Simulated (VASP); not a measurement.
Wanted: the native input for a VASP 6.6.1 run.

- Task: relaxation of cell and atoms
- Functional: PBE
- Dispersion: D3(BJ)
- Potentials or basis: VASP PAW PBE potentials, release 64 (Se, Pt)
- Cutoff: 600 eV
- k mesh: 12 × 12 × 1
- Occupations: gaussian, width 0.03 eV
- Spin: no spin polarisation
- Dipole correction: no
- Further INCAR settings: ALGO = Normal; EDIFF = 1e-07; IBRION = 2; EDIFFG = -0.005; NSW = 60; ISIF = 3

The structure of PtSe2 lies in POSCAR:

```
PtSe2
1.0
    3.7300000000      0.0000000000      0.0000000000
   -1.8650000000      3.2302747600      0.0000000000
    0.0000000000      0.0000000000     18.6200000000
Se Pt
2 1
Direct
    0.3333330000      0.6666670000      0.4296455400
    0.6666670000      0.3333330000      0.5703544600
    0.0000000000      0.0000000000      0.5000000000
```

The cell was built by a generator and needn't be a form met in nature.

One way to write it, as run:

INCAR

```
PREC = Accurate
ENCUT = 600
EDIFF = 1E-7
ISMEAR = 0
SIGMA = 0.03
LREAL = False
LASPH = True
NELM = 120
ALGO = Normal
ISIF = 3
LWAVE = False
LCHARG = False
GGA = PE
IVDW = 12
IBRION = 2
NSW = 60
EDIFFG = -0.005
LATTICE_CONSTRAINTS = .TRUE. .TRUE. .FALSE.
KPAR = 4
```

KPOINTS

```
regular mesh
0
Gamma
  12 12 1
```

Potentials or basis: VASP PAW PBE potentials, release 64 (Se, Pt).

Launch:

```console
$ cat potpaw_PBE.64/Se/POTCAR potpaw_PBE.64/Pt/POTCAR > POTCAR
$ mpirun -np 4 vasp_std > vasp.out
```

It gave:

* Relaxed volume: 73.83 Å³/atom
* Relaxed cell: a = 3.706 Å, b = 3.706 Å, c = 18.620 Å, α = 90.00°, β = 90.00°, γ = 120.00°
* Space group after relaxing (to 0.05 Å): P-3m1 (No. 164)
* Energy gained by relaxing: 1.0 meV/atom
* Ionic steps: 6
* Band gap on the k mesh: 1.37 eV, indirect (least direct gap 1.67 eV)
* Dispersion energy per atom: -0.299 eV

Caveat: spin-orbit coupling is left out, which moves the levels of the heavy elements.

Run time: 2.2 min on 4 MPI ranks on Intel(R) Xeon(R) 6975P-C (Granite Rapids), with other jobs on the host, peak memory 0.46 GiB a rank.
